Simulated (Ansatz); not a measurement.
Crystal: Au.

```
Au
1.0
     0.00000    2.03500    2.03500
     2.03500    0.00000    2.03500
     2.03500    2.03500    0.00000
Au
1
Direct
  0.00000 0.00000 0.00000
```

Base run:

```yaml
Program: Ansatz 0.2.0
Functional: PBEsol
Potentials_or_basis: Ansatz PAW
Cutoff: "420 eV (not typed: the program's choice for these potentials)"
k_mesh: 11 × 11 × 11
Occupations: fermi-dirac, width 0.05 eV
Spin: spin-orbit coupling, no magnetisation
```

Its results: band gap on the k mesh none (metal or under the smearing width); pressure 0.2 GPa.

Task: The run is repeated on the same cell with these changes: spin from spin-orbit coupling, no magnetisation to no spin polarisation; potential files from those of the base run to others of the same set. What comes out?

Result: Band gap on the k mesh none (metal or under the smearing width); pressure 1.7 GPa.

Caveats: the PAW data sets come from PBE, with cores solved anew for the run's functional, which leaves a small shift of forces and pressure; spin-orbit coupling is left out, which moves the levels of the heavy elements (some runs).
